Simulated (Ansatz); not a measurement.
## A series in volume ratio on CaO

Results calculated with Ansatz 0.2.0, not measured. Plane-wave density functional theory, PAW datasets, Gaussian smearing 0.05 eV: equation of state, the given cell scaled in volume with shape and atoms relaxed at each volume.

The cell before it is scaled or strained (space group Fm-3m, No. 225):
```
cell vectors (Å)
   0.0000     2.4154     2.4154
   2.4154     0.0000     2.4154
   2.4154     2.4154     0.0000
atoms (fractions of the cell vectors)
Ca  0.50000  0.50000  0.50000
O   0.00000  0.00000  0.00000
```

Settings of every row: paw set soft_2; functional PBE; spin treatment none; moment partition spheres; spin axis none; wave cutoff 420 eV; k mesh 12x12x12; symmetry use detected.

Atom hubbard u: 0 on all atoms.

| row | volume ratio | V (Å³/atom) | pressure (GPa) | energy above given cell (meV per atom) |
| --- | --- | --- | --- | --- |
| 1 | 0.945 | 13.317 | 6.743 | 15.5 |
| 2 | 0.96 | 13.529 | ? | ? |
| 3 | 0.98 | 13.81 | 2.224 | 1.95 |
| 4 | 1 | 14.092 | -0.002 | 0 |
| 5 | 1.02 | 14.374 | -2.002 | 1.8 |
| 6 | 1.04 | 14.656 | -3.8 | 6.93 |
| 7 | 1.07 | 15.079 | -6.16 | 20.15 |
| 8 | 1.1 | 15.501 | -8.172 | 39.12 |

Question: what pressure and energy above given cell should row 2 give?

Worked fit of pressure. Take u = (V_r/V)^(2/3) − 1 with V_r = 14.374 Å³ an atom, which is twice the finite (Eulerian) strain; such expansions in the strain, on which the Birch-Murnaghan equation of state is built, carry the rest volume and the bulk modulus. The shown rows have u = 0.05224, 0.02704, 0.0133, 0, -0.01287, -0.03142, -0.04908. Least squares give pressure = −2.0019 + 144.865 × u + 410.22 × u² + 405.4 × u³ GPa; a parabola predicts inner rows, each left out in turn, worse (root mean square 0.015 against 0.0014 GPa). The rows lie off it by 0.000, 0.001, 0.000, 0.000, -0.001, 0.001, 0.000. The pressure vanishes at u = 0.0133, or V = 14.09 Å³ an atom, and there the bulk modulus with shape and atoms relaxed is B = −V dP/dV = (2/3)(1 + u) dP/du = 105 GPa. The withheld row has u = 0.04122, so the fit gives −2.0019 + 144.865 × (0.04122) + 410.22 × (0.04122)² + 405.4 × (0.04122)³ = 4.695 GPa.

The calculation gave 4.701 GPa. The fit lies 0.006 GPa (0.04 % of the column's range) below it; its largest miss of a shown row is 0.001 GPa.

Worked fit of energy above given cell. Take u = (V_r/V)^(2/3) − 1 with V_r = 14.374 Å³ an atom, which is twice the finite (Eulerian) strain; such expansions in the strain, on which the Birch-Murnaghan equation of state is built, carry the rest volume and the bulk modulus. The shown rows have u = 0.05224, 0.02704, 0.0133, 0, -0.01287, -0.03142, -0.04908. Least squares give energy above given cell = 1.798 − 268.57 × u + 10089.6 × u² + 1392 × u³ meV per atom; a parabola predicts inner rows, each left out in turn, worse (root mean square 0.052 against 0.015 meV per atom). The rows lie off it by 0.00, 0.01, -0.01, 0.00, 0.01, 0.00, 0.00. Its lowest point lies at u = 0.0133, or V = 14.09 Å³ an atom, and the curvature there gives the bulk modulus with shape and atoms relaxed, B = (4/9)(1 + u)² E″(u)/V = 105 GPa. The withheld row has u = 0.04122, so the fit gives 1.798 − 268.57 × (0.04122) + 10089.6 × (0.04122)² + 1392 × (0.04122)³ = 7.97 meV per atom.

The calculation gave 7.98 meV per atom. The fit lies 0.01 meV per atom (0.026 % of the column's range) below it, one unit of the last digit.
